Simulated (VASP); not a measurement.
# BrTl: single point with PBE

Molecule: BrTl, in a box.

```
Br Tl
1.0
     9.00000    0.00000    0.00000
     0.00000    9.00000    0.00000
     0.00000    0.00000   12.00000
Br Tl
1 1
Direct
  0.50254 0.50271 0.39530
  0.50068 0.50527 0.60921
```

The cell isn't the ideal one: atoms moved at random, drawn with an rms of 0.05 Å.

- Program: VASP 6.6.1
- Task: single point
- Functional: PBE
- Potentials or basis: VASP PAW PBE potentials, release 64 (Br, Tl_d)
- Cutoff: 520 eV
- k mesh: 1 × 1 × 1
- Occupations: gaussian, width 0.01 eV
- Spin: no spin polarisation
- Further INCAR settings: ALGO = Normal; EDIFF = 1e-07

- Largest force: 0.872 eV/Å
- Gap between the frontier levels: 3.88 eV

Forces on the atoms (eV/Å):
```
Br   0.006 -0.008 -0.872
Tl  -0.006  0.008  0.872
```

Levels at points of the mesh, in eV from the valence-band top:
```
           k point  band 7  band 8  band 9  band 10  band 11  band 12  band 13  band 14
(0.00, 0.00, 0.00)   -4.10   -0.20   -0.20     0.00     3.88     3.88     5.45     5.57
```

It took 50 s on 1 thread of AMD EPYC 9R45 96-Core Processor (Zen 5) (shared host), peak memory 0.76 GiB.

Caveat: spin-orbit coupling is left out, which as a rule narrows the gap of such compounds by several tenths of an eV.
